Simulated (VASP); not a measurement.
# Pm (Fm-3m) in VASP: further runs

One crystal, Pm, is run at these levels: LDA; tasks: single point.

All numbers are computed with VASP 6.6.1; they aren't measurements. Logs are shortened: lines on timing, memory, paths and dates and some standing lists are left out, and cuts for length are marked.

### 1 Starting point

The structure is cubic, space group Fm-3m (No. 225). Conventional cell: a = 5.168 Å, b = 5.168 Å, c = 5.168 Å, α = 90.00°, β = 90.00°, γ = 90.00°. Pm (site symmetry m-3m) has 12 Pm at 3.65 Å as nearest neighbours.

This isn't the form of Pm at room conditions, which is double hcp.

### 2 Single point, LDA, collinear spin, ferromagnetic start

File INCAR:

```
PREC     = Accurate       # precision mode
ENCUT    = 350            # plane-wave cutoff, eV
EDIFF    = 1E-6           # SCF threshold, eV
ISMEAR   = -1             # smearing method
SIGMA    = 0.2            # smearing width, eV
LREAL    = F              # projectors in reciprocal space
LASPH    = T              # aspherical terms in the spheres
NELM     = 100            # most SCF steps
ALGO     = Normal         # electronic algorithm
ISIF     = 2              # what is computed and relaxed
LWAVE    = F              # write WAVECAR
LCHARG   = F              # write CHGCAR
ISPIN    = 2              # spin polarisation
MAGMOM   = 4              # initial moments
LORBIT   = 11             # projections on sites
LMAXMIX  = 6              # l up to which the mixer works
GGA      = CA             # functional
NBANDS   = 18             # bands
ADDGRID  = F
```

File KPOINTS:

```
Automatic mesh
0
Gamma
  8 8 8
```

File POSCAR:

```
Pm
1.0
    0.0000000000      2.5841748100      2.5841748100
    2.5841748100      0.0000000000      2.5841748100
    2.5841748100      2.5841748100      0.0000000000
Pm
1
Direct
    0.0000000000      0.0000000000      0.0000000000
```

Potentials or basis: VASP PAW PBE potentials, release 64 (Pm).

Run with:

```console
$ cat potpaw_PBE.64/Pm/POTCAR > POTCAR
$ mpirun -np 1 vasp_std > vasp.out
```

OUTCAR:

```text
PREC = Accurate
   ENCUT = 350
   EDIFF = 1E-6
   ISMEAR = -1
   LREAL = F
   LASPH = T
   NELM = 100
   ISIF = 2
   ISPIN = 2
   LORBIT = 11
   GGA = CA

 Found     29 irreducible k-points:

 Following reciprocal coordinates:
            Coordinates               Weight
  0.000000  0.000000  0.000000      1.000000
  0.125000  0.000000  0.000000      8.000000
  0.250000  0.000000  0.000000      8.000000
  0.375000  0.000000  0.000000      8.000000
  0.500000  0.000000  0.000000      4.000000
  0.125000  0.125000  0.000000      6.000000
   k-points           NKPTS =     29   k-points in BZ     NKDIM =     29   number of bands    NBANDS=     18
   number of dos      NEDOS =    301   number of ions     NIONS =      1
   total plane-waves  NPLWV =  13824
   dimension x,y,z NGX =    24 NGY =   24 NGZ =   24
   dimension x,y,z NGXF=    48 NGYF=   48 NGZF=   48
   ions per type =               1
   NGX,Y,Z   is equivalent  to a cutoff of  10.92, 10.92, 10.92 a.u.
   NGXF,Y,Z  is equivalent  to a cutoff of  21.84, 21.84, 21.84 a.u.
 SYSTEM =  unknown system
   PREC   = accura    normal or accurate (medium, high low for compatibility)
   ISTART =      0    job   : 0-new  1-cont  2-samecut
   ICHARG =      2    charge: 1-file 2-atom 10-const
   ISPIN  =      2    spin polarized calculation?
   LNONCOLLINEAR =      F non collinear calculations
   LSORBIT =      F    spin-orbit coupling
   LASPH  =      T    aspherical Exc in radial PAW
   ENCUT  =  350.0 eV  25.72 Ry    5.07 a.u.   5.57  5.57  5.57*2*pi/ulx,y,z
   NELM   =    100;   NELMIN=  2; NELMDL= -5     # of ELM steps
   EDIFF  = 0.1E-05   stopping-criterion for ELM
[... 19 lines left out ...]
     AMIX_MAG =   1.60;   BMIX_MAG =  1.00
  volume/ion in A,a.u.               =      34.51       232.91
  Fermi-wavevector in a.u.,A,eV,Ry     =   1.240052  2.343359 20.922086  1.537730
  Thomas-Fermi vector in A             =   2.374509
   LORBIT       =     11    0 simple, 1 ext, 2 COOP (PROOUT), +10 PAW based schemes
[... 5 lines left out ...]
   LRPA    =     F    only Hartree local field effects (RPA)
 spin polarized calculation
  energy-cutoff  :      350.00
  volume of cell :       34.51
 maximum number of plane-waves:       531
 NGX is ok and might be reduce to    24

 number of electron      15.0000000 magnetization       5.0828213

 Free energy of the ion-electron system (eV)
  ---------------------------------------------------
  ext. energy  EPLUGINS =         0.00000000
  ---------------------------------------------------
  free energy    TOTEN  =        -8.46795982 eV

  energy without entropy =       -7.53049423  energy(sigma->0) =       -7.99922702

 E-fermi :   5.5686     XC(G=0): -10.0612

 val. band max:        5.5659930481   @ k =  -0.2500   0.2500   0.0000
 cond. band min:       5.5695921113   @ k =  -0.3750   0.1250   0.0000
 fundamental gap:      0.0035990632
 Fermi energy:         5.5686038496

 spin component 1

 k-point     1 :       0.0000    0.0000    0.0000
  band No.  band energies     occupation
      1     -32.8826      1.00000
      2     -12.9130      1.00000
      3     -12.9130      1.00000
      4     -12.9130      1.00000
      5       1.4293      1.00000
      6       5.1175      0.90514
[... 10 lines left out ...]
     17       9.7031      0.00000
     18      14.8996      0.00000

 k-point     2 :       0.1250    0.0000    0.0000
  band No.  band energies     occupation
      1     -32.8659      1.00000
      2     -13.0809      1.00000
      3     -12.9332      1.00000
      4     -12.9332      1.00000
      5       1.8688      1.00000
      6       5.0935      0.91495
[... 10 lines left out ...]
     17       9.5270      0.00000
     18      15.6635      0.00000

 k-point     3 :       0.2500    0.0000    0.0000
  band No.  band energies     occupation
      1     -32.8244      1.00000
      2     -13.4638      1.00000
      3     -12.9814      1.00000
      4     -12.9814      1.00000
      5       2.8709      1.00000
      6       5.1082      0.90903
[... 10 lines left out ...]
     17       9.7608      0.00000
     18      14.9602      0.00000

 k-point     4 :       0.3750    0.0000    0.0000
  band No.  band energies     occupation
      1     -32.7829      1.00000
      2     -13.8201      1.00000
      3     -13.0288      1.00000
      4     -13.0288      1.00000
      5       3.5195      0.99996
      6       5.1800      0.87466
[... 10 lines left out ...]
     17      10.8603      0.00000
     18      14.2391      0.00000

 k-point     5 :       0.5000    0.0000    0.0000
  band No.  band energies     occupation
      1     -32.7653      1.00000
      2     -13.9612      1.00000
      3     -13.0482      1.00000
      4     -13.0482      1.00000
      5       3.6172      0.99994
      6       5.1527      0.88889
[... 10 lines left out ...]
     17      11.5794      0.00000
     18      14.6079      0.00000

 k-point     6 :       0.1250    0.1250    0.0000
  band No.  band energies     occupation
      1     -32.8600      1.00000
      2     -13.0769      1.00000
      3     -12.9694      1.00000
      4     -12.9694      1.00000
      5       2.0168      1.00000
      6       5.0749      0.92192
[... 10 lines left out ...]
     17       9.9479      0.00000
     18      16.0300      0.00000

 [... further k-points ...]

 spin component 2

 k-point     1 :       0.0000    0.0000    0.0000
  band No.  band energies     occupation
      1     -30.9354      1.00000
      2     -11.3383      1.00000
      3     -11.3383      1.00000
      4     -11.3383      1.00000
      5       2.1325      1.00000
      6       7.7529      0.00002
[... 10 lines left out ...]
     17      10.6166      0.00000
     18      15.9151      0.00000

 k-point     2 :       0.1250    0.0000    0.0000
  band No.  band energies     occupation
      1     -30.9163      1.00000
      2     -11.5289      1.00000
      3     -11.3608      1.00000
      4     -11.3608      1.00000
      5       2.5880      1.00000
      6       7.2799      0.00019
[... 10 lines left out ...]
     17      10.4784      0.00000
     18      16.6131      0.00000

 k-point     3 :       0.2500    0.0000    0.0000
  band No.  band energies     occupation
      1     -30.8693      1.00000
      2     -11.9594      1.00000
      3     -11.4138      1.00000
      4     -11.4138      1.00000
      5       3.6152      0.99994
      6       6.8857      0.00138
[... 10 lines left out ...]
     17      10.7853      0.00000
     18      15.7839      0.00000

 k-point     4 :       0.3750    0.0000    0.0000
  band No.  band energies     occupation
      1     -30.8219      1.00000
      2     -12.3567      1.00000
      3     -11.4660      1.00000
      4     -11.4660      1.00000
      5       4.2683      0.99850
      6       7.3341      0.00015
[... 10 lines left out ...]
     17      11.8836      0.00000
     18      15.1396      0.00000

 k-point     5 :       0.5000    0.0000    0.0000
  band No.  band energies     occupation
      1     -30.8020      1.00000
      2     -12.5130      1.00000
      3     -11.4871      1.00000
      4     -11.4871      1.00000
      5       4.3596      0.99764
      6       7.6397      0.00003
[... 10 lines left out ...]
     17      12.5978      0.00000
     18      15.5279      0.00000

 k-point     6 :       0.1250    0.1250    0.0000
  band No.  band energies     occupation
      1     -30.9098      1.00000
      2     -11.5242      1.00000
      3     -11.4015      1.00000
      4     -11.4015      1.00000
      5       2.7411      1.00000
      6       7.0796      0.00052
[... 10 lines left out ...]
     17      10.8947      0.00000
     18      16.9895      0.00000

 [... further k-points ...]
[... 5 lines left out ...]
  --------------------------------------------------------------------------------------
  -------------------------------------------------------------------------------------
  Total       -0.5788617     -0.5788617     -0.5788617     -0.0000000      0.0000000      0.0000000
  in kB      -26.8713635    -26.8713635    -26.8713635     -0.0000000      0.0000000      0.0000000
  external PRESSURE =     -26.8713635 kB  Pullay stress =       0.0000000 kB

 VOLUME and BASIS-vectors are now :
 -----------------------------------------------------------------------------
  energy-cutoff  :      350.00
  volume of cell :       34.51
      direct lattice vectors                 reciprocal lattice vectors
     0.000000000  2.584174810  2.584174810    -0.193485363  0.193485363  0.193485363
     2.584174810  0.000000000  2.584174810     0.193485363 -0.193485363  0.193485363
     2.584174810  2.584174810  0.000000000     0.193485363  0.193485363 -0.193485363

 POSITION                                       TOTAL-FORCE (eV/Angst)
 -----------------------------------------------------------------------------------
      0.00000      0.00000      0.00000        -0.000000     -0.000000     -0.000000
 -----------------------------------------------------------------------------------
    total drift:                                0.000000      0.000000     -0.000000

  FREE ENERGIE OF THE ION-ELECTRON SYSTEM (eV)
  ---------------------------------------------------
  free  energy   TOTEN  =        -8.4679598188 eV

  energy  without entropy=       -7.5304942297  energy(sigma->0) =       -7.99922702

 total charge

# of ion       s       p       d       f       tot
--------------------------------------------------
    1        2.038   5.496   0.502   4.383  12.419

 magnetization (x)

# of ion       s       p       d       f       tot
--------------------------------------------------
    1       -0.001   0.018   0.161   4.364   4.543
```

Run time: 11 s. Hardware: 1 thread of Intel Xeon 6975P-C (Granite Rapids), shared host; peak memory 0.14 GiB.

These settings aren't checked as converged: the numbers below hold their error.

Results:

```
Free energy                                           : -8.4680 eV
Band gap on the k mesh                                : none (metal or under the smearing width)
Net moment                                            : 5.08 μB per cell
Site moments                                          : Pm +4.54 μB
Valence electrons inside the program's atomic spheres : Pm 12.42
```

Caveat: the cutoff is under 1.25 times the usual one of these potentials, so pressure, stress and relaxed cells hold a basis-set (Pulay) error; the magnetic or orbital state may not be the lowest; the PAW data sets were made with another functional, which shifts forces and pressure a little; spin-orbit coupling is left out, which moves the levels of the heavy elements.

### 3 Single point, LDA, collinear spin, ferromagnetic start

This run uses another cell than the first one, of the same volume but with other edges.

INCAR is that of step 2.

KPOINTS is that of step 2.

File POSCAR:

```
Pm
1.0
   -0.0555010000      2.5655700000      2.5293400000
    2.5242190000     -0.0080540000      2.4818930000
    2.6229240000      2.6168280000     -0.1067590000
Pm
1
Direct
    0.0077670000      0.0042080000     -0.0216400000
```

Potentials or basis: VASP PAW PBE potentials, release 64 (Pm).

Run with:

```console
$ cat potpaw_PBE.64/Pm/POTCAR > POTCAR
$ mpirun -np 1 vasp_std > vasp.out
```

Run time: 78 s. Hardware: 1 thread of Intel Xeon 6975P-C (Granite Rapids), shared host; peak memory 0.25 GiB.

These settings aren't checked as converged: the numbers below hold their error.

What came out:

- Free energy: -8.4594 eV
- Band gap on the k mesh: none (metal or under the smearing width)
- Net moment: 5.08 μB per cell
- Site moments: Pm +4.54 μB
- Valence electrons inside the program's atomic spheres: Pm 12.42

Caveat: the cutoff is under 1.25 times the usual one of these potentials, so pressure, stress and relaxed cells hold a basis-set (Pulay) error; the magnetic or orbital state may not be the lowest; the PAW data sets were made with another functional, which shifts forces and pressure a little; spin-orbit coupling is left out, which moves the levels of the heavy elements.

### 4 For comparison

An earlier run on the cell as given: functional PBE; potentials or basis VASP PAW PBE potentials, release 64 (Pm); cutoff 520 eV; k mesh 9 × 9 × 9; occupations fermi-dirac, width 0.05 eV; collinear spin, ferromagnetic start; starting moments [4.0] μB.

* Pressure: 1.1 GPa
* Band gap on the k mesh: none (metal or under the smearing width)
* Net moment: 5.45 μB per cell
* Site moments: Pm +4.67 μB
* Valence electrons inside the program's atomic spheres: Pm 12.42
